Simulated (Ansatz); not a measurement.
Theory: Ansatz, DFT PBE, scalar-relativistic, plane waves, PAW. Plane waves to 420 eV, a 6×6×6 mesh through Γ for the 12-atom cell and 0.02 eV Gaussian smearing; no spin polarisation.

Formation energies are uncorrected and count from the elements' standard states at the same level.

**Question.** Find a candidate cubic semiconductor that holds N and 1 more element, with a gap near 1.5 eV, a formation energy near −0.31 eV/atom and a density near 4.82 g/cm³, in a cell of 12 atoms. Its symmetry should be Pm-3n (No. 223).

**Answer.** GaN, space group Pm-3n (No. 223). Ga has 4 N at 1.97 Å; N is surrounded by 4 Ga at 1.97 Å.

```cif
data_structure
_symmetry_space_group_name_H-M 'Pm-3n'
_symmetry_Int_Tables_number 223
_cell_length_a 5.5715
_cell_length_b 5.5715
_cell_length_c 5.5715
_cell_angle_alpha 90.000
_cell_angle_beta 90.000
_cell_angle_gamma 90.000
_cell_volume 172.95
loop_
_atom_site_label
_atom_site_type_symbol
_atom_site_symmetry_multiplicity
_atom_site_Wyckoff_symbol
_atom_site_fract_x
_atom_site_fract_y
_atom_site_fract_z
_atom_site_occupancy
Ga1 Ga 6 d 0.50000 0.00000 0.75000 1
N1 N 6 c 0.00000 0.50000 0.75000 1
```

* Volume per atom: 14.41 Å³
* Density: 4.82 g/cm³
* Formation energy: −0.312 eV/atom
* Gap on the 6×6×6 mesh of the 12-atom cell: 1.50 eV

The cell was found from a structure generator's guess, not taken from experiment. Other answers may fit too; this one was computed.

Kohn–Sham gaps at this level usually fall short of measured ones. A structure relaxed within its symmetry needn't be a true minimum.
